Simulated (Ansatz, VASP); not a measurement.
Two plane-wave programs on In

POSCAR

```
In
1.0
   -1.6573500545      1.6573500545      2.5222162388
    1.6573500545     -1.6573500545      2.5222162388
    1.6573500545      1.6573500545     -2.5222162388
In
1
Direct
    0.0000000000      0.0000000000      0.0000000000
```

INCAR.step1

```
ALGO = Normal
EDIFF = 1E-4
ENCUT = 520
GGA = PE
ISMEAR = -1
LASPH = True
LCHARG = False
LREAL = False
LWAVE = True
NBANDS = 12
NELM = 100
PREC = Accurate
SIGMA = 0.05
```

INCAR.step2

```
ALGO = Normal
EDIFF = 1E-7
ENCUT = 520
ISIF = 2
ISMEAR = -1
ISTART = 1
LASPH = True
LCHARG = False
LMIXTAU = True
LREAL = False
LWAVE = False
METAGGA = R2SCAN
NBANDS = 12
NELM = 100
PREC = Accurate
SIGMA = 0.05
```

Contents of KPOINTS:

```
k-points
0
Gamma
  11 11 11
```

input.yaml

```yaml
crystal:
  lattice:
    - [-1.6573500545, 1.6573500545, 2.5222162388]
    - [1.6573500545, -1.6573500545, 2.5222162388]
    - [1.6573500545, 1.6573500545, -2.5222162388]
  atoms:
    - { symbol: In, position: [0.0, 0.0, 0.0] }
hamiltonian:
  xc: r2scan
  pseudopotentials: { kind: paw }
kpoints:
  mp_grid: { grid: [11, 11, 11] }
scf:
  occupations: { method: fermi_dirac, width: 0.05 }
output:
  forces: true
  stress: true
  eigenvalues: true
```

Alike in both runs: task single point; functional r2SCAN; k mesh 11 × 11 × 11; occupations fermi-dirac, width 0.05 eV; no spin polarisation.

|  | VASP | Ansatz |
| --- | --- | --- |
| version | VASP 6.6.1 | Ansatz 0.2.0 |
| potentials or method | VASP PAW PBE potentials, release 64 (In_d) | Ansatz PAW |
| plane-wave cutoff (eV) | 520 | 500 |
| valence electrons in the cell | 13 | 13 |

Ansatz gave:

```
gap on the k mesh at the Fermi level (eV)       : none
pressure (GPa)                                  : -1.9
largest component of the traceless stress (GPa) : 0.10
```

What did VASP give for the same quantities?

gap on the k mesh at the Fermi level (eV): none; pressure (GPa): -1.9; largest component of the traceless stress (GPa): 0.09.

A gap of «none» marks a metal or a gap that the smearing closes.

Caveats: the PAW data sets were made with another functional, which shifts forces and pressure a little (VASP); the PAW data sets come from PBE, with cores solved anew for the run's functional, which leaves a small shift of forces and pressure (Ansatz).
